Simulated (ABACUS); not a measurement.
# GaP (F-43m) in ABACUS: notebook, part 2 of 2

ABACUS 3.10.1. The steps go on from the part before.

## 3. Single point, rSCAN

run_abacus.py

```python
"""ABACUS run from a structure file: ASE reads it, the script writes STRU, KPT and INPUT."""
import re
import subprocess
import spglib
from ase import Atoms
from ase.io import read
from ase.units import Bohr

atoms = read("GaP.cif")
cell, frac, numbers = spglib.standardize_cell((atoms.cell[:], atoms.get_scaled_positions(), atoms.numbers), to_primitive=True, symprec=1e-4)
atoms = Atoms(numbers=numbers, cell=cell, scaled_positions=frac, pbc=True)  # the primitive cell
atoms = atoms[(-atoms.numbers).argsort(kind="stable")]  # ABACUS lists atoms element by element
pseudo = {'Ga': 'Ga_ONCV_PBE-1.2.upf', 'P': 'P_ONCV_PBE-1.2.upf'}
orbital = {}
magmoms = None
kmesh = [5, 5, 5]
params = {
    'suffix': 'GaP',
    'calculation': 'scf',
    'basis_type': 'pw',
    'pseudo_dir': './',
    'symmetry': 1,
    'dft_functional': 'MGGA_X_RSCAN+MGGA_C_RSCAN',
    'ecutwfc': 94,
    'pseudo_rcut': 10,
    'nspin': 1,
    'nbands': 19,
    'ks_solver': 'dav',
    'smearing_method': 'fd',
    'smearing_sigma': 0.00367493,
    'scf_thr': 1e-08,
    'scf_nmax': 100,
    'mixing_type': 'broyden',
    'mixing_beta': 0.7,
    'cal_force': 1,
    'cal_stress': 1,
    'mixing_tau': 1,
    'out_chg': 1,
    'kpar': 4,
}

symbols = atoms.get_chemical_symbols()
elements = list(dict.fromkeys(symbols))
lines = ["ATOMIC_SPECIES"] + [f"{e} {atoms.get_masses()[symbols.index(e)]:.4f} {pseudo[e]}" for e in elements]
if orbital:
    lines += ["", "NUMERICAL_ORBITAL"] + [orbital[e] for e in elements]
lines += ["", "LATTICE_CONSTANT", f"{1 / Bohr:.10f}", "", "LATTICE_VECTORS"]
lines += [" ".join(f"{x:.10f}" for x in v) for v in atoms.cell]
lines += ["", "ATOMIC_POSITIONS", "Direct"]
for e in elements:
    lines += ["", e, "0.0", str(symbols.count(e))]
    for i, p in enumerate(atoms.get_scaled_positions(wrap=False)):
        if symbols[i] == e:
            mag = "" if magmoms is None else " mag " + " ".join(str(x) for x in (magmoms[i] if isinstance(magmoms[i], list) else [magmoms[i]]))
            lines.append(" ".join(f"{x:.10f}" for x in p) + " 1 1 1" + mag)
open("STRU", "w").write("\n".join(lines) + "\n")
open("KPT", "w").write("K_POINTS\n0\nGamma\n%d %d %d 0 0 0\n" % tuple(kmesh))
open("INPUT", "w").write("INPUT_PARAMETERS\n" + "".join(f"{k:<20s}{v}\n" for k, v in params.items()))

done = subprocess.run(['mpirun', '-np', '4', 'abacus'])
if done.returncode:
    raise SystemExit(done.returncode)
log = open("OUT.GaP/running_scf.log").read()
print("final energy (eV):", re.findall(r"FINAL_ETOT_IS (\S+)", log))
```

GaP.cif

```cif
data_GaP
_cell_length_a 5.45050000
_cell_length_b 5.45050000
_cell_length_c 5.45050000
_cell_angle_alpha 90.00000000
_cell_angle_beta 90.00000000
_cell_angle_gamma 90.00000000
_space_group_name_H-M_alt 'F-43m'
_space_group_name_Hall 'F -4 2 3'
_space_group_IT_number 216
loop_
_space_group_symop_operation_xyz
'x,y,z'
'y,-x,-z'
'-x,-y,z'
'-y,x,-z'
'x,-y,-z'
'y,x,z'
'-x,y,-z'
'-y,-x,z'
'z,x,y'
'-z,y,-x'
'z,-x,-y'
'-z,-y,x'
'-z,x,-y'
'z,y,x'
'-z,-x,y'
'z,-y,-x'
'y,z,x'
'-x,-z,y'
'-y,z,-x'
'x,-z,-y'
'-y,-z,x'
'x,z,y'
'y,-z,-x'
'-x,z,-y'
'x,y+1/2,z+1/2'
'y,-x+1/2,-z+1/2'
'-x,-y+1/2,z+1/2'
'-y,x+1/2,-z+1/2'
'x,-y+1/2,-z+1/2'
'y,x+1/2,z+1/2'
'-x,y+1/2,-z+1/2'
'-y,-x+1/2,z+1/2'
'z,x+1/2,y+1/2'
'-z,y+1/2,-x+1/2'
'z,-x+1/2,-y+1/2'
'-z,-y+1/2,x+1/2'
'-z,x+1/2,-y+1/2'
'z,y+1/2,x+1/2'
'-z,-x+1/2,y+1/2'
'z,-y+1/2,-x+1/2'
'y,z+1/2,x+1/2'
'-x,-z+1/2,y+1/2'
'-y,z+1/2,-x+1/2'
'x,-z+1/2,-y+1/2'
'-y,-z+1/2,x+1/2'
'x,z+1/2,y+1/2'
'y,-z+1/2,-x+1/2'
'-x,z+1/2,-y+1/2'
'x+1/2,y,z+1/2'
'y+1/2,-x,-z+1/2'
'-x+1/2,-y,z+1/2'
'-y+1/2,x,-z+1/2'
'x+1/2,-y,-z+1/2'
'y+1/2,x,z+1/2'
'-x+1/2,y,-z+1/2'
'-y+1/2,-x,z+1/2'
'z+1/2,x,y+1/2'
'-z+1/2,y,-x+1/2'
'z+1/2,-x,-y+1/2'
'-z+1/2,-y,x+1/2'
'-z+1/2,x,-y+1/2'
'z+1/2,y,x+1/2'
'-z+1/2,-x,y+1/2'
'z+1/2,-y,-x+1/2'
'y+1/2,z,x+1/2'
'-x+1/2,-z,y+1/2'
'-y+1/2,z,-x+1/2'
'x+1/2,-z,-y+1/2'
'-y+1/2,-z,x+1/2'
'x+1/2,z,y+1/2'
'y+1/2,-z,-x+1/2'
'-x+1/2,z,-y+1/2'
'x+1/2,y+1/2,z'
'y+1/2,-x+1/2,-z'
'-x+1/2,-y+1/2,z'
'-y+1/2,x+1/2,-z'
'x+1/2,-y+1/2,-z'
'y+1/2,x+1/2,z'
'-x+1/2,y+1/2,-z'
'-y+1/2,-x+1/2,z'
'z+1/2,x+1/2,y'
'-z+1/2,y+1/2,-x'
'z+1/2,-x+1/2,-y'
'-z+1/2,-y+1/2,x'
'-z+1/2,x+1/2,-y'
'z+1/2,y+1/2,x'
'-z+1/2,-x+1/2,y'
'z+1/2,-y+1/2,-x'
'y+1/2,z+1/2,x'
'-x+1/2,-z+1/2,y'
'-y+1/2,z+1/2,-x'
'x+1/2,-z+1/2,-y'
'-y+1/2,-z+1/2,x'
'x+1/2,z+1/2,y'
'y+1/2,-z+1/2,-x'
'-x+1/2,z+1/2,-y'
loop_
_atom_site_label
_atom_site_type_symbol
_atom_site_symmetry_multiplicity
_atom_site_Wyckoff_symbol
_atom_site_fract_x
_atom_site_fract_y
_atom_site_fract_z
_atom_site_occupancy
Ga1 Ga 4 a 0.0000000000 0.0000000000 0.0000000000 1
P1 P 4 c 0.2500000000 0.2500000000 0.2500000000 1
```

Potentials or basis: SG15 ONCV 1.2 PBE, plane waves.

On the command line:

```sh
$ OMP_NUM_THREADS=1 python run_abacus.py > log
```

Wall time 24 s (4 MPI ranks of Intel Xeon Platinum 8259CL at 2.50GHz (Skylake/Cascade Lake), shared host); peak memory 0.4 GiB.

Results (log left out):

```yaml
Free_energy: -1952.0029 eV
Pressure: -1.5 GPa
Band_gap_on_the_k_mesh: 1.81 eV, indirect (least direct gap 1.98 eV)
```

Levels at points of the mesh, in eV from the valence-band top:
```
           k point  band 6  band 7  band 8  band 9  band 10  band 11  band 12  band 13
(0.00, 0.00, 0.00)  -13.13    0.00    0.00    0.00     1.98     4.09     4.09     4.09
```

Caveat: the potentials were made for another functional, which shifts forces and pressure; an odd mesh through Γ misses points on the zone boundary, where band edges often lie.

## 4. Relaxation of cell and atoms, rSCAN

INPUT

```
INPUT_PARAMETERS
suffix              GaP
calculation         cell-relax
basis_type          pw
pseudo_dir          ./
symmetry            1
dft_functional      MGGA_X_RSCAN+MGGA_C_RSCAN
ecutwfc             94
pseudo_rcut         10
nspin               1
nbands              13
ks_solver           dav
smearing_method     fd
smearing_sigma      0.00367493
scf_thr             1e-08
scf_nmax            100
mixing_type         broyden
mixing_beta         0.7
cal_force           1
cal_stress          1
mixing_tau          1
relax_nmax          60
force_thr_ev        0.005
relax_method        cg
out_stru            1
stress_thr          1
kpar                4
```

STRU

```
ATOMIC_SPECIES
Ga 69.7230 Ga_ONCV_PBE-1.2.upf
P 30.9738 P_ONCV_PBE-1.2.upf

LATTICE_CONSTANT
1.8897261246

LATTICE_VECTORS
0.0000000000 2.7252500000 2.7252500000
2.7252500000 0.0000000000 2.7252500000
2.7252500000 2.7252500000 0.0000000000

ATOMIC_POSITIONS
Cartesian

Ga
0.0
1
0.0000000000 0.0000000000 0.0000000000 1 1 1

P
0.0
1
4.0878750000 4.0878750000 4.0878750000 1 1 1
```

KPT

```
K_POINTS
0
Gamma
5 5 5 0 0 0
```

On the command line:

```sh
$ OMP_NUM_THREADS=1 mpirun -np 4 abacus > log
```

Wall time 41 s (4 MPI ranks of Intel Xeon Platinum 8259CL at 2.50GHz (Skylake/Cascade Lake), shared host); peak memory 0.4 GiB.

Results (log left out):

* Free energy: -1952.0063 eV
* Relaxed volume: 19.87 Å³/atom
* Relaxed cell: a = 3.831 Å, b = 3.831 Å, c = 3.831 Å, α = 60.00°, β = 60.00°, γ = 60.00°
* Space group after relaxing (to 0.05 Å): F-43m (No. 216)
* Energy gained by relaxing: 1.7 meV/atom
* Ionic steps: 3
* Pressure after relaxing: 0.0 GPa
* Band gap on the k mesh: 1.79 eV, indirect (least direct gap 2.15 eV)

Step by step:
```
step  energy change (eV)  largest force (eV/Å)  pressure (GPa)  volume (Å³)
   1              0.0000                0.0000           -1.47        40.48
   2             -0.0025                0.0000            0.81        39.37
   3             -0.0034                0.0000            0.00        39.74
```

Final structure:
```
Ga P
1.0
     0.00000    2.70858    2.70858
     2.70858    0.00000    2.70858
     2.70858    2.70858    0.00000
Ga P
1 1
Direct
  0.00000 0.00000 0.00000
  0.75000 0.75000 0.75000
```

Levels at points of the mesh, in eV from the valence-band top:
| k point | band 6 | band 7 | band 8 | band 9 | band 10 | band 11 | band 12 | band 13 |
| --- | --- | --- | --- | --- | --- | --- | --- | --- |
| (0.00, 0.00, 0.00) | -13.28 | 0.00 | 0.00 | 0.00 | 2.15 | 4.08 | 4.08 | 4.08 |

Caveat: the potentials were made for another functional, which shifts forces and pressure; an odd mesh through Γ misses points on the zone boundary, where band edges often lie.

## 5. Summary

```tsv
task	level	potentials or basis	cell	k mesh	cutoff (eV)	max steps of the relaxation	force threshold	optimiser	stress threshold	gap on the mesh (eV)	pressure (GPa)
single point	PBEsol	GBRV ultrasoft 1.5 PBE, plane waves	as given	6 × 6 × 6	544	-	-	-	-	1.50	-1.1
single point	rSCAN	SG15 ONCV 1.2 PBE, plane waves	as given	5 × 5 × 5	1279	-	-	-	-	1.81	-1.5
relaxation of cell and atoms	rSCAN	SG15 ONCV 1.2 PBE, plane waves	relaxed	5 × 5 × 5	1279	60	0.005 eV/Å	cg	1 kbar	1.79	0.0
```

Alike in all rows: no spin polarisation; smearing fermi-dirac 0.05 eV.

Caveats: the potentials were made for another functional, which shifts forces and pressure; an odd mesh through Γ misses points on the zone boundary, where band edges often lie (some runs).

Total energies depend on the potentials used, so only differences within one code and one set of settings carry meaning.

## 6. Comparison with measurements

Step 2. A measured gap of GaP is 2.34 eV (indirect; 10 K; quoted in “Stacking defects in GaP nanowires: Electronic structure and optical properties”, 2018, arxiv:1810.01194); the calculated 1.50 eV misses it by -0.84 eV. Spin-orbit coupling on Ga is left out. The value is that of PBEsol on a finite k mesh, which can miss the band edges, without temperature or zero-point motion. Semilocal functionals fall short of measured gaps as a rule.

Step 3. The gap isn't set beside the deposited one, since this odd mesh misses points on the zone boundary.
